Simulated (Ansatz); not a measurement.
# Ge (P6_3/mmc) in Ansatz: elastic constants with PBEsol

Aim: the elastic constants of Ge with PBEsol.

All numbers are computed with Ansatz 0.2.0; they aren't measurements. Logs are shortened: lines on timing, memory, paths and dates and some standing lists are left out, and cuts for length are marked.

**1. The structure**

Symmetry: P6_3/mmc, No. 194, hexagonal system. The conventional cell has a = 3.998 Å, b = 3.998 Å, c = 6.599 Å, α = 90.00°, β = 90.00°, γ = 120.00°. Ge (site symmetry 3m) has 4 Ge at 2.45 to 2.47 Å as nearest neighbours.

This isn't the form of Ge at room conditions, which is diamond.

**2. Elastic constants, PBEsol**

input.yaml reads:

```yaml
crystal:
  lattice:
    - [3.9975858431, 0.0, 0.0]
    - [-1.9987929216, 3.462010894, 0.0]
    - [0.0, 0.0, 6.59937795]
  atoms:
    - { symbol: Ge, position: [0.3333333333, 0.6666666667, 0.93709875] }
    - { symbol: Ge, position: [0.6666666667, 0.3333333333, 0.43709875] }
    - { symbol: Ge, position: [0.3333333333, 0.6666666667, 0.56290125] }
    - { symbol: Ge, position: [0.6666666667, 0.3333333333, 0.06290125] }
hamiltonian:
  xc: pbesol
  pseudopotentials: { kind: paw }
kpoints:
  mp_grid: { grid: [6, 6, 3] }
scf:
  occupations: { method: fermi_dirac, width: 0.05 }
output:
  forces: true
  stress: true
elastic:
  mode: clamped_ion
  stencil: two_point
```

Potentials or basis: Ansatz PAW.

Command:

```console
$ ansatz run input.yaml --threads 2 --pin off --max-ram 5632MiB --backend cpu --events-out ev --progress --plain --runs-dir out
```

Output:

```text
Warning: RAYON_NUM_THREADS=2 ignored (pool sized by the plan → 2); use --threads N
Engine: ansatz 0.2.0, x86_64-unknown-linux-gnu
Pseudopotentials: kind: paw
Pseudopotential: Ge, paw, valence charge 14, recommended cutoff 420 eV (normal), Ge.paw.azcp
Functional definition: PBEsol
  exchange = pbesol_x
  correlation = pbesol_c
Crystal: 4 atoms, lattice volume = 91.333 Å³
Basis set: ecut = 420 eV, 1763 PW (Γ), exchange–correlation on 54×54×90 points (8 copies of the dense FFT grid, shifted against one another)
Bands: 34, of which v1, the nominal top of the filled ones, is band 28 counted from 1 (27 counted from 0)
Symmetry: 24 space group operations
Space group: P63/mmc (ITA 194), of the structure as read, at distance tolerance 4.5e-5 Å
k-points: 14 of 108
Non-local potential: Ge, projectors of the file, l = 0: 2, l = 1: 2, l = 2: 3, l = 3: 1
PAW form: soft (Blöchl's): semilocal exchange-correlation on the pseudo side does not see the compensation charge
PAW frozen core: Ge, regenerated for the run's functional, and the local potential with it (the file was generated under x = pbe(κ = 0.804, μ = 0.2195149727645171), c = pbe(β = 0.06672455060314922))
PAW one-centre angular grid: Ge, 590 points (default); XC on 64 Gauss nodes
Initial density: superposition of atomic densities (neutral atoms: chi_scale 0, normalization atom), corrected by the library's trained network
Initial wavefunctions: pseudopotential atomic-orbital guess
Functional: x = pbesol(κ = 0.804, μ = 0.12345679012345678), c = pbesol(β = 0.046)
SCF iter   1: F=—  HF=-17013.872255 eV  |F-HF|=—  |Δ(HF+E_count)|=         —  Δρ=2.10e-3  dr2=4.15e-3  ethr=1.77e-3  ⟨swp⟩=6.2  Hψ=1831  notcnv=0  defer=1
preconditioner: auto → Resta (q_TF=auto, 2.515 Å⁻¹)  ε∞=2.7  [insulator: Δε(μ)=0.157 eV  Ē_g=22.488 eV  σ=0.050 eV  W_gap=0.63  n_scr=22 (ndim 8)  ℏωp=29.1 eV  f_vac=0.070  D(μ)=0.21/eV (n_scr^D=0)  ε∞_Penn≈2.7]
SCF iter   2: F=—  HF=-17013.869008 eV  |F-HF|=—  |Δ(HF+E_count)|=   3.25e-3  Δρ=1.35e-3  dr2=1.53e-3  ethr=7.41e-6  ⟨swp⟩=2.0  Hψ=980  notcnv=0  defer=1
SCF iter   3: F=—  HF=-17013.869217 eV  |F-HF|=—  |Δ(HF+E_count)|=   2.09e-4  Δρ=7.05e-4  dr2=2.04e-4  ethr=2.73e-6  ⟨swp⟩=2.0  Hψ=856  notcnv=0  defer=1
SCF iter   4: F=—  HF=-17013.868930 eV  |F-HF|=—  |Δ(HF+E_count)|=   2.87e-4  Δρ=2.52e-4  dr2=3.15e-5  ethr=3.64e-7  ⟨swp⟩=2.0  Hψ=853  notcnv=0  defer=1
SCF iter   5: F=—  HF=-17013.868864 eV  |F-HF|=—  |Δ(HF+E_count)|=   6.59e-5  Δρ=1.32e-4  dr2=7.20e-6  ethr=5.62e-8  ⟨swp⟩=2.1  Hψ=831  notcnv=0  defer=1
SCF iter   6: F=—  HF=-17013.868865 eV  |F-HF|=—  |Δ(HF+E_count)|=   1.66e-7  Δρ=2.60e-5  dr2=2.82e-7  ethr=1.29e-8  ⟨swp⟩=2.0  Hψ=846  notcnv=0  defer=1
SCF iter   7: F=—  HF=-17013.868861 eV  |F-HF|=—  |Δ(HF+E_count)|=   3.75e-6  Δρ=8.94e-7  dr2=8.95e-10  ethr=5.03e-10  ⟨swp⟩=2.0  Hψ=858  notcnv=0  defer=1
SCF iter   8: F=—  HF=-17013.868861 eV  |F-HF|=—  |Δ(HF+E_count)|=   1.63e-9  Δρ=7.08e-7  dr2=2.32e-10  ethr=1.60e-12  ⟨swp⟩=2.0  Hψ=862  notcnv=0  defer=1
SCF iter   9: F=—  HF=-17013.868861 eV  |F-HF|=—  |Δ(HF+E_count)|=  2.00e-10  Δρ=2.76e-7  dr2=3.35e-11  ethr=4.15e-13 (applied; sched 1.00e-12)  ⟨swp⟩=2.0  Hψ=832  notcnv=0  defer=1
SCF iter  10: F=—  HF=-17013.868861 eV  |F-HF|=—  |Δ(HF+E_count)|=  3.64e-11  Δρ=3.78e-8  dr2=5.84e-13  ethr=5.99e-14 (applied; sched 1.00e-12)  ⟨swp⟩=2.0  Hψ=856  notcnv=0  defer=12
SCF iter  11: F=-17013.868861 eV  HF=-17013.868861 eV  |F-HF|=3.64e-12  |Δ(HF+E_count)|=    0.00e0  Δρ=2.89e-9  dr2=3.55e-15  ethr=1.00e-12  ⟨swp⟩=6.3  Hψ=1857  notcnv=0
SCF 1 converged in 11 iterations: F = -17013.868861 eV  dr2 = 3.55e-15
Crystal: 4 atoms, lattice volume = 91.151 Å³
Symmetry: 8 space group operations
k-points: 26 of 108
Initial density: handed on by an earlier stage of this run
Initial wavefunctions: those handed on with the density
iter 1 solved again at ethr=2.97e-8 eV; its pass at ethr=3.10e-3 eV (dr2=1.66e-5 eV) is discarded
SCF iter   1: F=—  HF=-17013.868422 eV  |F-HF|=—  |Δ(HF+E_count)|=         —  Δρ=1.32e-4  dr2=1.74e-5  ethr=2.97e-8  ⟨swp⟩=3.7  Hψ=4657  notcnv=0  defer=16
preconditioner: auto → Resta (q_TF=auto, 2.516 Å⁻¹)  ε∞=2.7  [insulator: Δε(μ)=0.152 eV  Ē_g=22.545 eV  σ=0.050 eV  W_gap=0.62  n_scr=22 (ndim 8)  ℏωp=29.1 eV  f_vac=0.065  D(μ)=0.21/eV (n_scr^D=0)  ε∞_Penn≈2.7]
SCF iter   2: F=—  HF=-17013.868356 eV  |F-HF|=—  |Δ(HF+E_count)|=   6.62e-5  Δρ=7.35e-5  dr2=5.47e-6  ethr=2.97e-8  ⟨swp⟩=1.3  Hψ=875  notcnv=0  defer=16
SCF iter   3: F=—  HF=-17013.868355 eV  |F-HF|=—  |Δ(HF+E_count)|=   1.02e-6  Δρ=7.86e-6  dr2=8.15e-8  ethr=9.76e-9  ⟨swp⟩=2.0  Hψ=1069  notcnv=0  defer=16
SCF iter   4: F=—  HF=-17013.868356 eV  |F-HF|=—  |Δ(HF+E_count)|=   9.06e-7  Δρ=3.72e-6  dr2=8.81e-9  ethr=1.45e-10  ⟨swp⟩=2.0  Hψ=1595  notcnv=0  defer=16
SCF iter   5: F=—  HF=-17013.868356 eV  |F-HF|=—  |Δ(HF+E_count)|=   2.76e-9  Δρ=1.17e-6  dr2=1.68e-9  ethr=1.57e-11  ⟨swp⟩=2.0  Hψ=1594  notcnv=0  defer=16
SCF iter   6: F=—  HF=-17013.868356 eV  |F-HF|=—  |Δ(HF+E_count)|=   2.09e-9  Δρ=2.67e-7  dr2=7.85e-11  ethr=2.99e-12  ⟨swp⟩=2.0  Hψ=1596  notcnv=0  defer=16
SCF iter   7: F=—  HF=-17013.868356 eV  |F-HF|=—  |Δ(HF+E_count)|=  1.56e-10  Δρ=4.16e-8  dr2=2.29e-12  ethr=1.40e-13 (applied; sched 1.00e-12)  ⟨swp⟩=2.0  Hψ=1596  notcnv=0  defer=23
SCF iter   8: F=-17013.868356 eV  HF=-17013.868356 eV  |F-HF|=0.00e0  |Δ(HF+E_count)|=  3.64e-12  Δρ=5.66e-9  dr2=3.21e-14  ethr=1.00e-12  ⟨swp⟩=3.0  Hψ=2858  notcnv=0
SCF 2 converged in 8 iterations: F = -17013.868356 eV  dr2 = 3.21e-14
Crystal: 4 atoms, lattice volume = 91.516 Å³
Basis set: ecut = 420 eV, 1779 PW (Γ), exchange–correlation on 54×54×90 points (8 copies of the dense FFT grid, shifted against one another)
iter 1 solved again at ethr=7.10e-9 eV; its pass at ethr=3.10e-3 eV (dr2=3.98e-6 eV) is discarded
[... 44 lines left out ...]
SCF iter   7: F=—  HF=-17013.868813 eV  |F-HF|=—  |Δ(HF+E_count)|=  1.82e-11  Δρ=1.54e-8  dr2=2.03e-13  ethr=1.60e-14 (applied; sched 1.00e-12)  ⟨swp⟩=2.0  Hψ=1406  notcnv=0  defer=29
SCF iter   8: F=-17013.868813 eV  HF=-17013.868813 eV  |F-HF|=3.64e-12  |Δ(HF+E_count)|=  7.28e-12  Δρ=3.48e-9  dr2=2.02e-14  ethr=1.00e-12  ⟨swp⟩=4.0  Hψ=3475  notcnv=0
SCF 6 converged in 8 iterations: F = -17013.868813 eV  dr2 = 2.02e-14
iter 1 solved again at ethr=1.97e-9 eV; its pass at ethr=3.10e-3 eV (dr2=1.11e-6 eV) is discarded
SCF iter   1: F=—  HF=-17013.868574 eV  |F-HF|=—  |Δ(HF+E_count)|=         —  Δρ=2.41e-4  dr2=1.10e-6  ethr=1.97e-9  ⟨swp⟩=1.3  Hψ=4274  notcnv=0  defer=21
SCF iter   2: F=—  HF=-17013.868736 eV  |F-HF|=—  |Δ(HF+E_count)|=   1.62e-4  Δρ=1.22e-4  dr2=2.78e-7  ethr=1.97e-9  ⟨swp⟩=2.0  Hψ=1315  notcnv=0  defer=21
SCF iter   3: F=—  HF=-17013.868813 eV  |F-HF|=—  |Δ(HF+E_count)|=   7.70e-5  Δρ=1.27e-6  dr2=2.19e-10  ethr=4.97e-10  ⟨swp⟩=2.0  Hψ=1261  notcnv=0  defer=21
SCF iter   4: F=—  HF=-17013.868813 eV  |F-HF|=—  |Δ(HF+E_count)|=   6.49e-9  Δρ=3.79e-7  dr2=8.33e-11  ethr=3.91e-13 (applied; sched 1.00e-12)  ⟨swp⟩=2.0  Hψ=2088  notcnv=0  defer=28
SCF iter   5: F=—  HF=-17013.868813 eV  |F-HF|=—  |Δ(HF+E_count)|=  5.46e-11  Δρ=1.75e-7  dr2=2.58e-11  ethr=1.49e-13 (applied; sched 1.00e-12)  ⟨swp⟩=2.0  Hψ=1876  notcnv=0  defer=29
SCF iter   6: F=—  HF=-17013.868813 eV  |F-HF|=—  |Δ(HF+E_count)|=  7.28e-12  Δρ=5.14e-8  dr2=3.73e-12  ethr=4.61e-14 (applied; sched 1.00e-12)  ⟨swp⟩=2.0  Hψ=2079  notcnv=0  defer=29
SCF iter   7: F=—  HF=-17013.868813 eV  |F-HF|=—  |Δ(HF+E_count)|=  1.09e-11  Δρ=1.20e-8  dr2=2.93e-13  ethr=6.66e-15 (applied; sched 1.00e-12)  ⟨swp⟩=2.0  Hψ=2087  notcnv=0  defer=29
SCF iter   8: F=-17013.868813 eV  HF=-17013.868813 eV  |F-HF|=3.64e-12  |Δ(HF+E_count)|=  3.64e-12  Δρ=3.72e-9  dr2=1.85e-14  ethr=1.00e-12  ⟨swp⟩=4.0  Hψ=3475  notcnv=0
SCF 7 converged in 8 iterations: F = -17013.868813 eV  dr2 = 1.85e-14
SCF converged after 11 iterations
Free energy (F): -17013.868861 eV
Harris-Foulkes:  -17013.868861 eV  (|F-HF|=3.64e-12)
Internal energy: -17013.866897 eV  (E = F + TS)
E sigma→0 (E₀):  -17013.867879 eV
Entropy (-TS):   -0.001964 eV (-0.491 meV/atom)
Fermi energy:    8.396402 eV
--- Per-component energies (eV) ---
  E_band       = -610.113910
  E_kinetic    = 446.202183
  E_local      = -9927.952807  (includes V_loc(G=0)·N_el)
  E_nonlocal   = 1680.766529
  E_hartree    = 4351.689363
  E_xc         = -299.789999
  E_vxc        = -258.829911  (∫ρ·V_xc dr)
  E_paw        = -7916.729761  (= ΣΔE_a)
  E_vpaw       = -1253.680054  (= ΣTr[D̂ρ^β])
  E_aug_tail   = 0.001418  (compensation charges beyond the density's cutoff)
  E_ewald      = -5351.725568
  E_core_change = 3.671745  (= ΣΔE_core)
  E_smearing   = -0.001964  (= −TS)
  E_closure    = -0.000000  (closes the sum)
  Σ components = -17013.868861   (vs F -17013.868861, Δ=0.00e0)
--- Forces (eV/Å), atoms counted from 1 ---
  atom   1  Ge     0.00000000    -0.00000000    -0.02031661
  atom   2  Ge    -0.00000000     0.00000000    -0.02031661
  atom   3  Ge     0.00000000    -0.00000000     0.02031661
  atom   4  Ge    -0.00000000     0.00000000     0.02031661
  max |Σ_I F_I| component: 1.39e-17 eV/Å
--- Stress (GPa, compression-positive) ---
        0.287729      -0.000000       0.000000
       -0.000000       0.287729       0.000000
        0.000000       0.000000      -0.246828
  P = ⅓ Tr σ = 0.1095 GPa (1.095 kbar)
--- Band table (eV; the first three rows and the last of 14) ---
  k-point 0: bands = ["-16.5006", "-16.5006", "-16.4625", "-16.4625", "-16.4620", "-16.4489", "-16.4369", "-16.4369", "-16.3848", "-16.3848", "-16.2605", "-16.2605", "-16.2470", "-16.2311", "-16.2272", "-16.2272", "-16.2093", "-16.2093", "-16.1795", "-16.1795", "-4.4096", "-2.3642", "0.7526", "6.9026", "6.9026", "8.2281", "8.2400", "8.3352", "8.5054", "8.5054", "10.6199", "10.6199", "11.1073", "12.9088"]
  k-point 1: bands = ["-16.4933", "-16.4933", "-16.4758", "-16.4758", "-16.4578", "-16.4512", "-16.4217", "-16.4217", "-16.3975", "-16.3975", "-16.2511", "-16.2511", "-16.2441", "-16.2361", "-16.2352", "-16.2352", "-16.2005", "-16.2005", "-16.1861", "-16.1861", "-4.0783", "-3.1623", "2.2223", "5.0721", "7.1916", "7.1916", "7.9382", "7.9382", "8.5955", "9.5018", "11.2109", "11.2109", "12.2560", "12.2560"]
  k-point 2: bands = ["-16.5133", "-16.5052", "-16.4755", "-16.4707", "-16.4616", "-16.4343", "-16.4237", "-16.4092", "-16.3717", "-16.3668", "-16.2814", "-16.2806", "-16.2744", "-16.2407", "-16.2237", "-16.2235", "-16.2122", "-16.2011", "-16.1719", "-16.1643", "-4.1101", "-2.0531", "0.7659", "4.8817", "5.6917", "6.3487", "7.6661", "7.9681", "9.4373", "9.9172", "11.2328", "11.3771", "11.6414", "13.4477"]
  k-point 13: bands = ["-16.5214", "-16.5111", "-16.4990", "-16.4990", "-16.4161", "-16.4161", "-16.3704", "-16.3550", "-16.3392", "-16.3392", "-16.3220", "-16.3220", "-16.2906", "-16.2833", "-16.2675", "-16.2675", "-16.1761", "-16.1761", "-16.1619", "-16.1523", "-1.3603", "-1.3603", "0.3525", "0.3525", "3.6933", "4.5363", "5.9069", "5.9069", "10.2756", "10.2756", "11.1025", "13.8912", "14.0188", "14.0188"]
--- Elastic constants: 3 strain directions × 2 members + reference (group order 24) ---
  dense FFT box of the reference and of every strained cell: 27×27×45
  strains applied: 11, 33, 23; error gains: componentwise 1.00 (the most a stress slope's error grows in a printed constant), spectral 1.41 (1 for all six strains in a standard setting)
  C = ∂σ_k/∂η_j (tension-positive GPa; Voigt order 11 22 33 23 13 12):
       160.654     27.556      4.908      0.000      0.000      0.000
        27.556    160.654      4.908      0.000      0.000     -0.000
         4.335      4.335    174.374      0.000      0.000     -0.000
         0.000      0.000      0.000     46.335     -0.000      0.000
         0.000      0.000      0.000     -0.000     46.335      0.000
         0.000     -0.000      0.000      0.000      0.000     66.549
  reference stress σ⁰ (GPa):     -0.288     -0.288      0.247     -0.000     -0.000      0.000
  C* (energy form; C + prestress term) asymmetry max|C*_kj − C*_jk| = 3.843e-2 GPa — a small one proves nothing (zero by symmetry where the batch's group is 432, −43m or m−3m); a large one is finite-difference/SCF noise where every solve meets its electron count
  moduli (Voigt/Reuss/Hill, GPa): K = 63.25/63.22/63.24   G = 62.44/58.97/60.70   E = 137.96   ν = 0.136
  mechanically stable: yes (min eigenvalue of sym C = 46.34 GPa)
  strain η (Voigt 11):  stress-route row diagonal C_11 = 160.65 GPa, energy-path curvature d²(F+E_count+ΔE)/dδ²/Ω₀ = 162.25 GPa
         δ    σ_11 (GPa)             F (eV)   n_scf  n_hpsi   n_pw
    -2.000e-3      -0.6108      -17013.8683558       8   16238   1810
     2.000e-3       0.0318      -17013.8690061       8   14836   1810
  strain η (Voigt 33):  stress-route row diagonal C_33 = 174.37 GPa, energy-path curvature d²(F+E_count+ΔE)/dδ²/Ω₀ = 175.61 GPa
         δ    σ_33 (GPa)             F (eV)   n_scf  n_hpsi   n_pw
    -2.000e-3      -0.1041      -17013.8689534       8    9023   1804
     2.000e-3       0.5934      -17013.8683875       8    7942   1810
  strain η (Voigt 23):  stress-route row diagonal C_44 = 46.34 GPa, energy-path curvature d²(F+E_count+ΔE)/dδ²/Ω₀ = 47.32 GPa
         δ    σ_23 (GPa)             F (eV)   n_scf  n_hpsi   n_pw
    -2.000e-3      -0.0927      -17013.8688133       8   20401   1810
     2.000e-3       0.0927      -17013.8688133       8   18971   1810
```

Run time: 4.5 s. Hardware: 2 threads of AMD EPYC 9R45 (Zen 5), shared host; peak memory 0.48 GiB.

What came out:

```yaml
Free_energy: -17013.8689 eV
Pressure: 0.1 GPa
Largest_force: 0.020 eV/Å
Band_gap_on_the_k_mesh: 0.17 eV, direct
Voigt_bulk_modulus: 63 GPa
```

Forces in eV/Å, atoms in the order of the input:
```
Ge   0.000  0.000 -0.020
Ge   0.000  0.000 -0.020
Ge   0.000  0.000  0.020
Ge   0.000  0.000  0.020
```

Levels at points of the mesh, in eV from the valence-band top:
```
            k point  band 24  band 25  band 26  band 27  band 28  band 29  band 30  band 31  band 32  band 33
 (0.00, 0.00, 0.00)    -1.43    -1.43    -0.11    -0.10     0.00     0.17     0.17     2.28     2.28     2.77
(0.00, -0.50, 0.00)    -6.71    -4.56    -3.03    -2.79    -1.40     0.51     1.65     3.53     3.72     4.34
```

Elastic tensor in Voigt notation (GPa, ions clamped, in the Cartesian axes of the cell as first typed):
```
161  28   5   0   0   0
 28 161   5   0   0   0
  4   4 174   0   0   0
  0   0   0  46   0   0
  0   0   0   0  46   0
  0   0   0   0   0  67
```

Caveat: odd divisions of the mesh miss points on the zone boundary, where band edges often lie, so the gap on the mesh can be too wide; the PAW data sets come from PBE, with cores solved anew for the run's functional, which leaves a small shift of forces and pressure. As with any semilocal functional, this PBEsol gap is likely too small.
